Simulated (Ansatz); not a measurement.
# Band alignment of van der Waals layers

Plane-wave DFT in Ansatz, PBE (D3 dispersion in the geometry where needed), scalar-relativistic PAW potentials, cutoff 420 eV, no spin-orbit coupling; no spin polarisation. Each layer was relaxed alone in vacuum; layers built from a prototype may never have been made or may have a lower form. Levels count down from the vacuum level.

| layer | valence top (eV) | conduction bottom (eV) |
| --- | --- | --- |
| SnS₂ (P-3m1 as a slab) | 6.77 | 5.19 |
| ZrS₂ (P-3m1 as a slab) | 6.40 | 5.30 |
| PtSe₂ (P-3m1 as a slab) | 5.65 | 4.29 |
| P (Pmna as a slab) | 4.92 | 4.19 |

Problem. Line the vacuum levels up. What type is each pair, where do electrons and holes collect, and what gap is left across the pair?

Solution.
| pair | type | electrons | holes | highest valence top to lowest conduction bottom (eV) |
| --- | --- | --- | --- | --- |
| SnS₂ / ZrS₂ | I (straddling) | ZrS₂ | ZrS₂ | 1.10 |
| SnS₂ / PtSe₂ | II (staggered) | SnS₂ | PtSe₂ | 0.46 |
| SnS₂ / P | III (broken) | SnS₂ | P | -0.27 |
| ZrS₂ / PtSe₂ | II (staggered) | ZrS₂ | PtSe₂ | 0.35 |
| ZrS₂ / P | III (broken) | ZrS₂ | P | -0.38 |
| PtSe₂ / P | II (staggered), close call | PtSe₂ | P | 0.63 |

Electrons fall to the conduction band that lies deepest under vacuum, holes rise to the shallowest valence band. Type II parts the carriers (detectors, tunnel transistors once the gap left is small), type I gathers them (emitters), and in type III charge moves over until a dipole builds up, so the rule fails there. It holds best for weak coupling; no stack was computed, and quasiparticle corrections widen the gap of a free layer by about 1 eV or more. That can turn type III into II. A close call has an offset or a gap across the pair under 0.1 eV in size, or puts a carrier in the layer whose edges move out most (as a rule the one with the wider gap) by a margin that the corrections can undo; such pairs can change type.

Spin-orbit coupling, left out, can lift the valence top by a tenth of an eV or more in selenides, tellurides and layers of other heavy elements.

Cost: about 4.8 core-minutes for the runs cited, on Intel Xeon 6975P-C (Granite Rapids), Arm Neoverse V2, Intel Xeon Processor @ 2.70GHz (shared hosts).